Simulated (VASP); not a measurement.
# As: single point with PBE+D3(BJ)

Slab: As, a slab with vacuum.

```xyz
2
Lattice="3.4428 0.0000 0.0000 -1.7214 2.9815 0.0000 0.0000 0.0000 28.0000" Properties=species:S:1:pos:R:3 pbc="T T T"
As    0.0000    1.9877   14.6545
As    1.7214    0.9938   13.3455
```

The cell was built by a generator and needn't be a form met in nature.

```json
{
 "Program": "VASP 6.6.1",
 "Task": "single point",
 "Functional": "PBE",
 "Dispersion": "D3(BJ)",
 "Potentials or basis": "VASP PAW PBE potentials, release 64 (As)",
 "Cutoff": "520 eV",
 "k mesh": "6 × 6 × 1",
 "Occupations": "gaussian, width 0.1 eV",
 "Spin": "no spin polarisation",
 "Dipole correction": "yes",
 "Further INCAR settings": "ALGO = Normal; EDIFF = 1e-06; NBANDS = 12"
}
```

The largest force is 2.018 eV/Å, the band gap on the k mesh is 1.70 eV, indirect (least direct gap 2.31 eV) and the dispersion energy per atom is -0.230 eV. The ionisation potential of the upper face is 5.50 eV.

Forces on the atoms (eV/Å):
```
As   0.000  0.000  2.018
As   0.000  0.000 -2.018
```

Levels at points of the mesh, in eV from the valence-band top:
| k point | band 1 | band 2 | band 3 | band 4 | band 5 | band 6 | band 7 | band 8 | band 9 | band 10 |
| --- | --- | --- | --- | --- | --- | --- | --- | --- | --- | --- |
| (0.00, 0.00, 0.00) | -14.56 | -7.11 | -0.58 | 0.00 | 0.00 | 2.62 | 3.92 | 3.92 | 4.88 | 5.25 |
| (0.50, 0.00, 0.00) | -11.67 | -9.52 | -3.58 | -2.22 | -1.63 | 1.98 | 3.44 | 5.23 | 6.40 | 8.76 |

It took 52 s on 1 thread of Intel(R) Xeon(R) Platinum 8488C (Sapphire Rapids) (shared host), peak memory 0.4 GiB.

Expect the measured gap to be larger: semilocal functionals such as PBE lack the derivative discontinuity.
